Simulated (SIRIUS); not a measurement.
## TiCo: phonons with PBE

Crystal: TiCo.

```
Co Ti
1.0
     2.98611    0.00000    0.00000
     0.00000    2.98611    0.00000
     0.00000    0.00000    2.98611
Co Ti
1 1
Direct
  0.50000 0.50000 0.50000
  0.00000 0.00000 0.00000
```

The cell comes from a database or a generator and needn't be the stable form of this composition.

* Program: SIRIUS 7.12.0
* Task: phonons
* Functional: PBE
* Potentials or basis: all-electron FP-LAPW
* Cutoff: 190 eV
* Basis: apw+lo standard
* k mesh: 7 × 7 × 7
* Occupations: fermi-dirac, width 0.05 eV
* Spin: collinear spin, ferromagnetic start
* Starting moments: [2.0, 1.0] μB
* Muffin tin radii: Co 2.35, Ti 2.35 bohr
* Basis cutoff (gk_cutoff): 3.74 1/bohr
* Cutoff of density and potential (pw_cutoff): 20 1/bohr
* lmax of the basis: 10
* lmax of density and potential: 8
* Valence relativity: iora
* Core states: Co 1s2s2p, Ti 1s2s2p
* Displacement: 0.03 Å

```yaml
Highest_phonon_frequency_at_Γ_LO-TO_splitting_left_out: 213 cm⁻¹
```

Phonon frequencies in cm⁻¹ (negative: imaginary):
```
              q point        frequencies
(0.000, 0.000, 0.000)  0 0 0 213 213 213
```

Run time: 8.3 min on 1 thread of Intel(R) Xeon(R) 6975P-C (Granite Rapids) (shared host), peak memory 0.61 GiB.

Caveat: the cell wasn't relaxed at this level first, which shifts the frequencies; the starting moments collapsed, and a magnetic state may lie lower.
